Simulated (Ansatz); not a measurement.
# ZnS: the cost of one run

Computed with Ansatz 0.2.0 (DFT PBE, scalar-relativistic, plane waves, PAW, unless a step's input says otherwise).

1 further run of the same task is left out (it didn't finish).

### 1 The starting structure

The structure is hexagonal, space group P6_3mc (No. 186). Conventional cell: a = 3.811 Å, b = 3.811 Å, c = 6.234 Å, α = 90.00°, β = 90.00°, γ = 120.00°. Zn (site symmetry 3m) has 4 S at 2.31 to 2.40 Å in its first shell of neighbours. Around S (site symmetry 3m) lie 4 Zn at 2.31 to 2.40 Å.

As a file:

```
CELL_PARAMETERS angstrom
-3.81100 0.00000 0.00000
-1.90550 -3.30042 0.00000
0.00000 0.00000 12.46800
ATOMIC_POSITIONS crystal
Zn 0.33333 0.33333 0.00000
Zn 0.33333 0.33333 0.50000
Zn 0.66667 0.66667 0.25000
Zn 0.66667 0.66667 0.75000
S 0.33333 0.33333 0.19250
S 0.33333 0.33333 0.69250
S 0.66667 0.66667 0.44250
S 0.66667 0.66667 0.94250
```

No relaxation comes first: the listed cell is the starting point.

### 2 The reference cell

The cell is repeated 2 times, 8 atoms in all. The reference gives a free energy of -16890.8409 eV, pressure 2.33 GPa, largest force 0.320 eV/Å and gap on the mesh 2.25 eV. It was computed beforehand with the settings of the runs below.

### 3 Next: pulling the crystal apart

The cut lies on the cell's a–b face, a (0 0 1) plane of area 12.58 Å², between layers 2.40 Å apart (Zn below, S above); the cell is 12.5 Å thick. Vector c is lengthened by d along the normal with the atoms' Cartesian places fixed: one unrelaxed cut per cell.

### 4 d = 1.00 Å

input.yaml

```yaml
crystal:
  lattice:
    - [-3.8109987816, 0.0, 0.0]
    - [-1.9054993908, -3.3004217586, 0.0]
    - [0.0, 0.0, 13.468]
  atoms:
    - { symbol: Zn, position: [0.3333333333, 0.3333333333, 0.8366464954] }
    - { symbol: Zn, position: [0.3333333333, 0.3333333333, 0.3737715325] }
    - { symbol: Zn, position: [0.6666666667, 0.6666666667, 0.1423340511] }
    - { symbol: Zn, position: [0.6666666667, 0.6666666667, 0.605209014] }
    - { symbol: S, position: [0.3333333333, 0.3333333333, 0.0891034304] }
    - { symbol: S, position: [0.3333333333, 0.3333333333, 0.5519783932] }
    - { symbol: S, position: [0.6666666667, 0.6666666667, 0.3205409118] }
    - { symbol: S, position: [0.6666666667, 0.6666666667, 0.7834158747] }
basis:
  ecutwfc: 420
kpoints:
  mp_grid: { grid: [8, 8, 3] }
hamiltonian:
  xc: pbe
scf:
  occupations: { method: gaussian, width: 0.05 }
output:
  forces: true
  stress: true
  eigenvalues: true
```

The run is started by

```bash
$ ansatz run input.yaml --threads 2 --pin off --max-ram 5120MiB --backend cpu --events-out ev --progress --plain --runs-dir out
```

**Question.** How long does this run take on 2 threads of Arm Neoverse V1, shared host, and how much memory does it need?

About 13 s, with a peak of 0.46 GiB.
